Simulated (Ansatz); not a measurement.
# Si/ZnS/CoSi2: a contact from a semiconductor to a metal, part 2 of 5

Aim: where the metal's Fermi level sits in the semiconductor's gap in Si/ZnS/CoSi2, and what the stack passes. The semiconductor is Si diamond(111), undoped, with its far face capped by hydrogen, and the metal is CoSi2 fluorite(111), with ZnS wurtzite(0001) between them (whole bilayers). After relaxation the nearest pair at the metal is Si–Zn at 2.43 Å, along the normal. The common net has a side of 3.85 Å, which strains the semiconductor by -0.5 %, the layer between by +0.0 % and the metal by +1.6 %, against typed lattice constants near PBE's. The first steps treat the bulk crystals alone.

Ansatz 0.2.0; PBE DFT, plane waves, PAW files (the session's first sound run).

So far: The structure; Layer spacing of the electrode, 6 atoms, electrode Si diamond(111).

### 3. Layer spacing of the electrode, 9 atoms, electrode CoSi2 fluorite(111)

System of this step: CoSi2. Symmetry: R-3m, No. 166, trigonal system. Conventional cell: a = 3.850 Å, b = 3.850 Å, c = 9.181 Å, α = 90.00°, β = 90.00°, γ = 120.00°. Nearest to Si lie 4 Co at 2.30 to 2.35 Å. Nearest to Co lie 8 Si at 2.30 to 2.35 Å. Farther neighbours are not listed.

The electrode is held to the junction's net and relaxed along the normal; its spacing is used for the ideal lead layers.

File input.yaml:

```yaml
crystal:
  lattice:
    - [3.85, 0.0, 0.0]
    - [-1.925, 3.3341978046, 0.0]
    - [0.0, 0.0, 9.1810721018]
  atoms:
    - { symbol: Si, position: [0.0, 0.0, 0.0] }
    - { symbol: Co, position: [0.3333333333, 0.6666666667, 0.0833333333] }
    - { symbol: Si, position: [0.6666666667, 0.3333333333, 0.1666666667] }
    - { symbol: Si, position: [0.3333333333, 0.6666666667, 0.3333333333] }
    - { symbol: Co, position: [0.6666666667, 0.3333333333, 0.4166666667] }
    - { symbol: Si, position: [0.0, 0.0, 0.5] }
    - { symbol: Si, position: [0.6666666667, 0.3333333333, 0.6666666667] }
    - { symbol: Co, position: [0.0, 0.0, 0.75] }
    - { symbol: Si, position: [0.3333333333, 0.6666666667, 0.8333333333] }
kpoints:
  mp_grid: { grid: [12, 12, 3] }
scf:
  occupations: { method: fermi_dirac, width: 0.1 }
  max_iter: 150
hamiltonian:
  xc: pbe
relax:
  f_tol: 0.01
  max_steps: 40
  cell: { fix: [a, b, angles] }
```

Command:

```sh
ansatz run input.yaml --threads 8 --pin off --max-ram 24576MiB --backend cpu --events-out ev --progress --plain --runs-dir out
```

Numbers of over 12 decimals in the logs are rounded to 6 here.

The log of the run:

```text
[...]
Crystal: 9 atoms, lattice volume = 117.854 Å³
Basis set: ecut = 420 eV, 2287 PW (Γ), exchange–correlation on 54×54×128 points (8 copies of the dense FFT grid, shifted against one another)
Bands: 47, of which v1, the nominal top of the filled ones, is band 38 counted from 1 (37 counted from 0)
Symmetry: 36 space group operations
[...]
k-points: 50 of 432
[...]
SCF iter   1: F=—  HF=-19197.523323 eV  |F-HF|=—  |Δ(HF+E_count)|=         —  Δρ=4.16e-3  dr2=2.18e-2  ethr=1.77e-3  ⟨swp⟩=7.4  Hψ=9909  notcnv=0  defer=6
[...]
SCF iter   8: F=-19197.523404 eV  HF=-19197.523404 eV  |F-HF|=5.94e-8  |Δ(HF+E_count)|=   5.24e-8  Δρ=9.20e-6  dr2=6.62e-8  ethr=1.33e-10  ⟨swp⟩=3.2  Hψ=9526  notcnv=0
SCF 1 converged in 8 iterations: F = -19197.523404 eV  dr2 = 6.62e-8
[...]
relax step   1: F+E_penalty+E_count = -19197.52340359 eV  Δ(F+E_penalty+E_count) = +0.000e0 eV  max|allowed force component| = 2.697e-1 eV/Å  Δτ_max = 0.0000 Å  P = -3.278 GPa  Ω = 117.854 Å³  fix = [a, b, alpha, beta, gamma]  reactions: a -5.923, b -5.923 GPa  (8 SCF iters, dr2 threshold 1.00e-7 eV, accepted)
Crystal: 9 atoms, lattice volume = 117.881 Å³
[...]
SCF iter   6: F=-19197.535088 eV  HF=-19197.535088 eV  |F-HF|=2.95e-10  |Δ(HF+E_count)|=   1.27e-9  Δρ=1.21e-6  dr2=1.58e-9  ethr=1.71e-11  ⟨swp⟩=1.7  Hψ=6281  notcnv=0
SCF 2 converged in 6 iterations: F = -19197.535088 eV  dr2 = 1.58e-9
relax step   2: F+E_penalty+E_count = -19197.53508827 eV  Δ(F+E_penalty+E_count) = -1.168e-2 eV  max|allowed force component| = 1.660e-1 eV/Å  Δτ_max = 0.0088 Å  P = -3.378 GPa  Ω = 117.881 Å³  energy of the carried Pulay correction = -1.128e-5 eV  fix = [a, b, alpha, beta, gamma]  reactions: a -5.645, b -5.645 GPa  (6 SCF iters, dr2 threshold 9.00e-7 eV, accepted)
Crystal: 9 atoms, lattice volume = 117.811 Å³
[...]
SCF iter   6: F=-19197.542336 eV  HF=-19197.542336 eV  |F-HF|=1.45e-9  |Δ(HF+E_count)|=  7.64e-10  Δρ=2.06e-6  dr2=5.68e-9  ethr=5.33e-11  ⟨swp⟩=1.9  Hψ=7037  notcnv=0
SCF 3 converged in 6 iterations: F = -19197.542336 eV  dr2 = 5.68e-9
relax step   3: F+E_penalty+E_count = -19197.54233620 eV  Δ(F+E_penalty+E_count) = -7.248e-3 eV  max|allowed force component| = 2.082e-3 eV/Å  Δτ_max = 0.0149 Å  P = -3.330 GPa  Ω = 117.811 Å³  energy of the carried Pulay correction = +1.867e-5 eV  fix = [a, b, alpha, beta, gamma]  reactions: a -5.082, b -5.082 GPa  (6 SCF iters, dr2 threshold 9.00e-7 eV, accepted)
[...]
relax step   4: F+E_penalty+E_count = -19197.54232644 eV  Δ(F+E_penalty+E_count) = +9.768e-6 eV  max|allowed force component| = 6.724e-5 eV/Å  Δτ_max = 0.0004 Å  P = -3.448 GPa  Ω = 117.894 Å³  energy of the carried Pulay correction = -1.719e-5 eV  fix = [a, b, alpha, beta, gamma]  reactions: a -5.139, b -5.139 GPa  (6 SCF iters, dr2 threshold 7.66e-8 eV, accepted)
[...]
relax step   5: F+E_penalty+E_count = -19197.54234238 eV  Δ(F+E_penalty+E_count) = -1.594e-5 eV  max|allowed force component| = 2.086e-4 eV/Å  Δτ_max = 0.0002 Å  P = -3.411 GPa  Ω = 117.869 Å³  energy of the carried Pulay correction = -6.120e-6 eV  fix = [a, b, alpha, beta, gamma]  reactions: a -5.119, b -5.119 GPa  (6 SCF iters, dr2 threshold 1.07e-8 eV, accepted)
[...]
SCF iter   1: F=—  HF=-19197.542383 eV  |F-HF|=—  |Δ(HF+E_count)|=         —  Δρ=1.95e-6  dr2=2.32e-9  ethr=4.52e-6  ⟨swp⟩=2.9  Hψ=14572  notcnv=0
eigensolver tolerance schedule: the retry pair's looser diagonalisation over-reported the residual by 1460975.28 of it (diagonalisation noise at an unbounded share of the residual, at the tolerance the schedule requests for it); recorded, not acted on — ethr = c·dr2/N_el stays at c = 1.0e-1
SCF iter   2: F=—  HF=-19197.542347 eV  |F-HF|=—  |Δ(HF+E_count)|=   3.57e-5  Δρ=1.24e-6  dr2=6.93e-10  ethr=3.09e-12  ⟨swp⟩=4.1  Hψ=7275  notcnv=0
[...]
SCF iter   9: F=-19197.542347 eV  HF=-19197.542347 eV  |F-HF|=0.00e0  |Δ(HF+E_count)|=    0.00e0  Δρ=1.74e-8  dr2=1.97e-13  ethr=1.00e-12  ⟨swp⟩=1.7  Hψ=5014  notcnv=0
SCF 6 converged in 9 iterations: F = -19197.542347 eV  dr2 = 1.97e-13
relax step   6: F+E_penalty+E_count = -19197.54234711 eV  Δ(F+E_penalty+E_count) = -4.734e-6 eV  max|allowed force component| = 2.071e-4 eV/Å  Δτ_max = 0.0000 Å  P = -3.412 GPa  Ω = 117.869 Å³  fix = [a, b, alpha, beta, gamma]  reactions: a -5.119, b -5.119 GPa  stress off target by 3.74e-3 GPa on what of the cell is left free  SCF on the basis re-selected at this cell (its energy is not comparable with the rows above)  (9 SCF iters)
basis re-selected at this cell: Δ(F+E_penalty+E_count) = -4.734e-6 eV, ΔP = -0.000 GPa vs the last step (what re-selecting the basis moved, of the pressure what is left beyond the Pulay correction that the steps carried, after the strain that the cell walked since its last selection, with what the two solves' SCF thresholds leave and, on support functions, any second-order correction that the steps lacked; it is no m [...]
SCF converged after 9 iterations
Free energy (F): -19197.542347 eV
[...]
Internal energy: -19197.442002 eV  (E = F + TS)
E sigma→0 (E₀):  -19197.492175 eV
Entropy (-TS):   -0.100345 eV (-11.149 meV/atom)
Fermi energy:    12.514050 eV
[...]
--- Forces (eV/Å), atoms counted from 1 ---
  atom   1  Si    -0.00000000     0.00000000    -0.00020710
  atom   2  Co     0.00000000    -0.00000000     0.00000000
  atom   3  Si     0.00000000    -0.00000000     0.00020710
  atom   4  Si    -0.00000000     0.00000000    -0.00020710
  atom   5  Co     0.00000000    -0.00000000     0.00000000
  atom   6  Si     0.00000000    -0.00000000     0.00020710
  atom   7  Si    -0.00000000     0.00000000    -0.00020710
  atom   8  Co     0.00000000     0.00000000     0.00000000
  atom   9  Si     0.00000000    -0.00000000     0.00020710
  max |Σ_I F_I| component: 6.17e-17 eV/Å
--- Stress (GPa, compression-positive) ---
       -5.119132      -0.000000      -0.000000
       -0.000000      -5.119132       0.000000
        0.000000       0.000000       0.003737
  P = ⅓ Tr σ = -3.4115 GPa (-34.115 kbar)
--- Relaxed structure (5 steps of the walk, 5 accepted, 1 SCFs on fresh bases) ---
[...]
cell:  # Å, volume = 117.8686 Å³
    - [3.850000, 0, 0]
    - [-1.925000, 3.334198, 0]
    - [0, 0, 9.182185]
  atoms:
    - { symbol: Si, position: [0, 0, 0.00255613] }
    - { symbol: Co, position: [0.333333, 0.666667, 0.083333] }
    - { symbol: Si, position: [0.666667, 0.333333, 0.164111] }
    - { symbol: Si, position: [0.333333, 0.666667, 0.335889] }
    - { symbol: Co, position: [0.666667, 0.333333, 0.416667] }
    - { symbol: Si, position: [0, 0, 0.497444] }
    - { symbol: Si, position: [0.666667, 0.333333, 0.669223] }
    - { symbol: Co, position: [0, 0, 0.75] }
    - { symbol: Si, position: [0.333333, 0.666667, 0.830777] }
```

It took 12 s on 8 threads of Arm Neoverse V2, shared host; peak memory 0.72 GiB; 90 s of CPU time.

This run has no spin polarisation, although Co can carry a moment.

Step by step:

| step | energy less that of the first step (eV) | largest force component (eV/Å) | pressure (GPa) | volume (Å³) |
| --- | --- | --- | --- | --- |
| 1 | 0.0000 | 0.2697 | -3.28 | 117.85 |
| 2 | -0.0117 | 0.1660 | -3.38 | 117.88 |
| 3 | -0.0189 | 0.0021 | -3.33 | 117.81 |
| 4 | -0.0189 | 0.0001 | -3.45 | 117.89 |
| 5 | -0.0189 | 0.0002 | -3.41 | 117.87 |
| 6* | -0.0189 | 0.0002 | -3.41 | 117.87 |

Relaxation steps marked * repeat the geometry before them on a plane-wave basis chosen anew for their cell, so energy and pressure can jump there.

Forces are held to the 36 operations that the run works with; a distortion that breaks them can't arise in this run.

| conventional cell, symmetrised | before | after | change |
| --- | --- | --- | --- |
| a (Å) | 3.850 | 3.850 | +0.0 % |
| b (Å) | 3.850 | 3.850 | +0.0 % |
| c (Å) | 9.181 | 9.182 | +0.0 % |
| volume (Å³/atom) | 13.09 | 13.10 | +0.0 % |

The atoms that moved most (Å, as changes of fractional coordinates times the final cell):

| atom | dx | dy | dz | length |
| --- | --- | --- | --- | --- |
| Si7 | 0.000 | 0.000 | 0.023 | 0.023 |
| Si6 | 0.000 | 0.000 | -0.023 | 0.023 |
| Si3 | 0.000 | 0.000 | -0.023 | 0.023 |
| Si1 | 0.000 | 0.000 | 0.023 | 0.023 |
| Si4 | 0.000 | 0.000 | 0.023 | 0.023 |
| Si9 | 0.000 | 0.000 | -0.023 | 0.023 |

This step gave:

* free energy: -19197.5423 eV
* Fermi energy: 12.51 eV
* pressure: -3.412 GPa

The relaxation ends with a largest force component of 2.1e-4 eV/Å.

### 4. Relaxing the interfaces

System of this step: Si/ZnS/CoSi2. The cell holds 16 atoms: 9 Si, 2 S, 2 Zn, 2 Co and 1 H. Cell: a = 3.850 Å, b = 3.850 Å, c = 35.475 Å, α = 90.0°, β = 90.0°, γ = 120.0°. Vacuum lies along c.

The bonds at the contact set its dipole, and with it the barrier heights, so the interface is relaxed first in a short slab. The dipole correction removes the field between the unlike outer faces.

File input.yaml:

```yaml
crystal:
  lattice:
    - [3.85, 0.0, 0.0]
    - [-1.925, 3.3341978046, 0.0]
    - [0.0, 0.0, 35.4753009112]
  atoms:
    - { symbol: Si, position: [0.0, 0.0, 0.2255090103] }
    - { symbol: Si, position: [0.33333333, 0.66666667, 0.2478366706] }
    - { symbol: Si, position: [0.33333333, 0.66666667, 0.3148196514] }
    - { symbol: Si, position: [0.66666667, 0.33333333, 0.3371473117] }
    - { symbol: Si, position: [0.66666667, 0.33333333, 0.4041302925] }
    - { symbol: Si, position: [0.0, 0.0, 0.4264579528] }
    - { symbol: S, position: [0.0, 0.0, 0.4887548169] }
    - { symbol: Zn, position: [0.33333333, 0.66666667, 0.5106328554] }
    - { symbol: S, position: [0.33333333, 0.66666667, 0.5776899329] }
    - { symbol: Zn, position: [0.0, 0.0, 0.5995679714] }
    - { symbol: Si, position: [0.0, 0.0, 0.666656902] }
    - { symbol: Co, position: [0.33333333, 0.66666667, 0.6882237195] }
    - { symbol: Si, position: [0.66666667, 0.33333333, 0.709790537] }
    - { symbol: Si, position: [0.33333333, 0.66666667, 0.7529241721] }
    - { symbol: Co, position: [0.66666667, 0.33333333, 0.7744909897] }
    - { symbol: H, position: [0.0, 0.0, 0.1832260709] }
kpoints:
  mp_grid: { grid: [8, 8, 1] }
scf:
  occupations: { method: fermi_dirac, width: 0.1 }
  max_iter: 150
hamiltonian:
  xc: pbe
efield:
  axis: 3
  dipole_correction: true
relax:
  f_tol: 0.04
  max_steps: 60
output:
  forces: true
```

The log of the run:

```text
[...]
Crystal: 16 atoms, lattice volume = 455.384 Å³
Basis set: ecut = 420 eV, 8927 PW (Γ), exchange–correlation on 54×54×480 points (8 copies of the dense FFT grid, shifted against one another)
Bands: 70, of which v1, the nominal top of the filled ones, is band 54 counted from 1 (53 counted from 0)
Symmetry: 6 space group operations
[...]
k-points: 10 of 64 (time reversal used)
[...]
SCF iter   1: F=—  HF=-24434.486350 eV  |F-HF|=—  |Δ(HF+E_count)|=         —  Δρ=5.07e-3  dr2=1.73e0  ethr=1.77e-3  p=-0.017 e·Å  D=-6.84e-3 V/Å  ΔV_dip=0.24 eV  dr2_dipole=9.58e-1  V_vac-E_F(+/−)=3.82/3.58 eV  ⟨swp⟩=9.1  Hψ=3699  notcnv=0  defer=3
efield: sawtooth ramp at fractional position 0.9289 (placed from the atoms, in the widest stretch of the axis that holds none; the zero of the levels goes with the place), width 0.1000; the density the first Hamiltonian is built on has a dipole p = -0.017 e·Å; the dipole correction subtracts the counter field D = -6.84e-3 V/Å, which shifts the + side's vacuum level by +0.24 eV against the − side's; the planar-averaged density in the ramp window peaks in size at 4.5e-5 e/Å³
[...]
SCF iter   2: F=—  HF=-24434.512695 eV  |F-HF|=—  |Δ(HF+E_count)|=   2.63e-2  Δρ=4.44e-3  dr2=5.99e-1  ethr=1.62e-3  p=0.044 e·Å  D=1.73e-2 V/Å  ΔV_dip=-0.61 eV  dr2_dipole=3.47e-3  V_vac-E_F(+/−)=3.90/4.51 eV  ⟨swp⟩=3.1  Hψ=1104  notcnv=0  defer=14
[...]
SCF iter   7: F=-24434.444928 eV  HF=-24434.444929 eV  |F-HF|=1.00e-6  |Δ(HF+E_count)|=   4.39e-5  Δρ=6.47e-5  dr2=2.35e-5  ethr=3.74e-8  p=-0.015 e·Å  D=-5.93e-3 V/Å  ΔV_dip=0.21 eV  dr2_dipole=1.91e-6  V_vac-E_F(+/−)=3.91/3.70 eV  ⟨swp⟩=5.0  Hψ=2392  notcnv=0
SCF 1 converged in 7 iterations: F = -24434.444928 eV  dr2 = 2.35e-5
[...]
relax step   1: F+E_penalty+E_count = -24434.44492839 eV  Δ(F+E_penalty+E_count) = +0.000e0 eV  max|allowed force component| = 1.364e0 eV/Å  Δτ_max = 0.0000 Å  (7 SCF iters, dr2 threshold 4.00e-5 eV, accepted)
[...]
SCF iter   1: F=—  HF=-24434.799099 eV  |F-HF|=—  |Δ(HF+E_count)|=         —  Δρ=1.20e-2  dr2=1.20e0  ethr=1.09e-3  p=-0.015 e·Å  D=-5.93e-3 V/Å  ΔV_dip=0.21 eV  dr2_dipole=3.06e-1  V_vac-E_F(+/−)=3.92/3.71 eV  ⟨swp⟩=1.2  Hψ=2664  notcnv=0  defer=11
efield: sawtooth ramp at fractional position 0.9289 (handed on by an earlier solve), width 0.1000; the density the first Hamiltonian is built on has a dipole p = -0.015 e·Å; the dipole correction subtracts the counter field D = -5.93e-3 V/Å, which shifts the + side's vacuum level by +0.21 eV against the − side's; the planar-averaged density in the ramp window peaks in size at 1.2e-5 e/Å³
[...]
SCF iter   2: F=—  HF=-24434.790589 eV  |F-HF|=—  |Δ(HF+E_count)|=   8.51e-3  Δρ=9.34e-3  dr2=4.96e-1  ethr=1.09e-3  p=-0.030 e·Å  D=-1.21e-2 V/Å  ΔV_dip=0.43 eV  dr2_dipole=1.03e-3  V_vac-E_F(+/−)=3.84/3.41 eV  ⟨swp⟩=3.0  Hψ=1326  notcnv=0  defer=11
[...]
SCF iter   8: F=-24434.740339 eV  HF=-24434.740345 eV  |F-HF|=5.88e-6  |Δ(HF+E_count)|=   4.81e-6  Δρ=4.96e-5  dr2=1.13e-5  ethr=1.58e-8  p=-0.011 e·Å  D=-4.55e-3 V/Å  ΔV_dip=0.16 eV  dr2_dipole=2.55e-7  V_vac-E_F(+/−)=3.97/3.81 eV  ⟨swp⟩=4.0  Hψ=2192  notcnv=0
SCF 2 converged in 8 iterations: F = -24434.740339 eV  dr2 = 1.13e-5
relax step   2: F+E_penalty+E_count = -24434.74033944 eV  Δ(F+E_penalty+E_count) = -2.954e-1 eV  max|allowed force component| = 6.814e-1 eV/Å  Δτ_max = 0.1009 Å  (8 SCF iters, dr2 threshold 1.00e-4 eV, accepted)
[...]
SCF iter   7: F=-24434.808782 eV  HF=-24434.808805 eV  |F-HF|=2.31e-5  |Δ(HF+E_count)|=   1.19e-5  Δρ=3.03e-5  dr2=2.55e-5  ethr=2.71e-8  p=-0.017 e·Å  D=-6.89e-3 V/Å  ΔV_dip=0.24 eV  dr2_dipole=1.02e-5  V_vac-E_F(+/−)=4.05/3.81 eV  ⟨swp⟩=3.9  Hψ=2797  notcnv=0
SCF 3 converged in 7 iterations: F = -24434.808782 eV  dr2 = 2.55e-5
relax step   3: F+E_penalty+E_count = -24434.80878165 eV  Δ(F+E_penalty+E_count) = -6.844e-2 eV  max|allowed force component| = 2.200e-1 eV/Å  Δτ_max = 0.1180 Å  (7 SCF iters, dr2 threshold 2.90e-5 eV, accepted)
[...]
relax step   4: F+E_penalty+E_count = -24434.81373042 eV  Δ(F+E_penalty+E_count) = -4.949e-3 eV  max|allowed force component| = 5.006e-2 eV/Å  Δτ_max = 0.0245 Å  (7 SCF iters, dr2 threshold 5.04e-6 eV, accepted)
SCF iter   1: F=—  HF=-24434.815072 eV  |F-HF|=—  |Δ(HF+E_count)|=         —  Δρ=1.39e-3  dr2=1.63e-2  ethr=2.65e-4  p=-0.017 e·Å  D=-6.70e-3 V/Å  ΔV_dip=0.24 eV  dr2_dipole=2.66e-3  V_vac-E_F(+/−)=4.07/3.83 eV  ⟨swp⟩=2.2  Hψ=1212  notcnv=0  defer=13
[...]
SCF iter   8: F=-24434.814626 eV  HF=-24434.814626 eV  |F-HF|=9.38e-8  |Δ(HF+E_count)|=   6.11e-8  Δρ=1.81e-6  dr2=1.18e-8  ethr=9.35e-11  p=-0.017 e·Å  D=-6.77e-3 V/Å  ΔV_dip=0.24 eV  dr2_dipole=1.51e-10  V_vac-E_F(+/−)=4.06/3.82 eV  ⟨swp⟩=5.0  Hψ=2349  notcnv=0
SCF 5 converged in 8 iterations: F = -24434.814626 eV  dr2 = 1.18e-8
relax step   5: F+E_penalty+E_count = -24434.81462609 eV  Δ(F+E_penalty+E_count) = -8.957e-4 eV  max|allowed force component| = 1.383e-2 eV/Å  Δτ_max = 0.0196 Å  (8 SCF iters, accepted)
SCF converged after 8 iterations
Free energy (F): -24434.814626 eV
[...]
Internal energy: -24434.698945 eV  (E = F + TS)
E sigma→0 (E₀):  -24434.756786 eV
Entropy (-TS):   -0.115681 eV (-7.230 meV/atom)
Fermi energy:    3.459566 eV
Dipole field:    D = -0.006758 V/Å  (p = -0.017008 e·Å, saw-weighted, corrected)
Work function:   Φ+ = 4.0583 eV   Φ− = 3.8187 eV
Levels:          The Fermi level and band energies are counted from a zero that moves with the ramp; work functions are not
[...]
--- Forces (eV/Å), atoms counted from 1 ---
  atom   1  Si     0.00000000     0.00000000    -0.00062339
  atom   2  Si     0.00000000    -0.00000000     0.00130196
  atom   3  Si     0.00000000     0.00000000    -0.00254446
  atom   4  Si     0.00000000    -0.00000000     0.00026481
  atom   5  Si     0.00000000     0.00000000     0.00087581
  atom   6  Si     0.00000000    -0.00000000     0.00166249
  atom   7  S      0.00000000     0.00000000    -0.01383441
  atom   8  Zn     0.00000000    -0.00000000     0.00180393
  atom   9  S      0.00000000    -0.00000000     0.00855584
  atom  10  Zn     0.00000000     0.00000000     0.00089478
  atom  11  Si     0.00000000    -0.00000000     0.00472518
  atom  12  Co     0.00000000    -0.00000000    -0.00553409
  atom  13  Si    -0.00000000    -0.00000000     0.00176316
  atom  14  Si     0.00000000     0.00000000     0.00103395
  atom  15  Co     0.00000000     0.00000000     0.00154911
  atom  16  H      0.00000000    -0.00000000    -0.00191180
  max |Σ_I F_I| component: 1.71e-5 eV/Å
--- Relaxed structure (5 steps of the walk, 5 accepted, 0 SCFs on fresh bases) ---
  F+E_penalty+E_count = -24434.81462609 eV   max|allowed force component| = 1.383e-2 eV/Å
  atoms:
    - { symbol: Si, position: [2.1281042827779032e-17, -2.9490299091605714e-17, 0.227545] }
    - { symbol: Si, position: [0.333333, 0.666667, 0.249014] }
    - { symbol: Si, position: [0.333333, 0.666667, 0.315610] }
    - { symbol: Si, position: [0.666667, 0.333333, 0.337085] }
    - { symbol: Si, position: [0.666667, 0.333333, 0.403599] }
    - { symbol: Si, position: [1.4695771686567502e-17, -2.949029909160572e-17, 0.423666] }
    - { symbol: S, position: [1.6020955215867704e-17, -2.9490299091605714e-17, 0.486935] }
    - { symbol: Zn, position: [0.333333, 0.666667, 0.512073] }
    - { symbol: S, position: [0.333333, 0.666667, 0.575983] }
    - { symbol: Zn, position: [2.2332387304867353e-17, -2.949029909160572e-17, 0.602375] }
    - { symbol: Si, position: [2.4446940785965747e-17, -2.949029909160572e-17, 0.671014] }
    - { symbol: Co, position: [0.333333, 0.666667, 0.688154] }
    - { symbol: Si, position: [0.666667, 0.333333, 0.707225] }
    - { symbol: Si, position: [0.333333, 0.666667, 0.753236] }
    - { symbol: Co, position: [0.666667, 0.333333, 0.769212] }
    - { symbol: H, position: [2.1103647823196054e-17, -2.9490299091605714e-17, 0.185132] }
```

Wall time 18 s (8 threads); peak memory 1.5 GiB; 2.2 min of CPU time.

This run has no spin polarisation although its electron count is odd.

The steps of the relaxation:

| step | energy less that of the first step (eV) | largest force component (eV/Å) |
| --- | --- | --- |
| 1 | 0.0000 | 1.3637 |
| 2 | -0.2954 | 0.6814 |
| 3 | -0.3639 | 0.2200 |
| 4 | -0.3688 | 0.0501 |
| 5 | -0.3697 | 0.0138 |

The run keeps the 6 symmetry operations that it works with, so distortions that break them were not tested.

The atoms that moved most (Å):

| atom | dx | dy | dz | length |
| --- | --- | --- | --- | --- |
| Co15 | 0.000 | 0.000 | -0.187 | 0.187 |
| Si11 | 0.000 | 0.000 | 0.155 | 0.155 |
| Zn10 | 0.000 | 0.000 | 0.100 | 0.100 |
| Si6 | 0.000 | 0.000 | -0.099 | 0.099 |
| Si13 | 0.000 | 0.000 | -0.091 | 0.091 |
| Si1 | 0.000 | 0.000 | 0.072 | 0.072 |
| H16 | 0.000 | 0.000 | 0.068 | 0.068 |
| S7 | 0.000 | 0.000 | -0.065 | 0.065 |

Numbers from this step:

```yaml
free_energy: -24434.8146 eV
fermi_energy: 3.460 eV
work_function_upper_face: 4.058 eV
work_function_lower_face: 3.819 eV
dipole_moment: -0.01701 e·Å
dipole_field: -0.006758 V/Å
```

The largest force component on a free atom ends at 0.014 eV/Å. The work functions of the outer faces are 3.82 and 4.06 eV.

[end of part 2 of 5]

[Logs are printed without paths, hosts, clocks, repeated set-up lines and the standing remarks that a program may print on its own settings, such as how far it seeks lower states.]

[Hosts, paths, dates, database ids (printed as entryN), source tags and the programs' standing remarks are cut or masked in the printed files.]
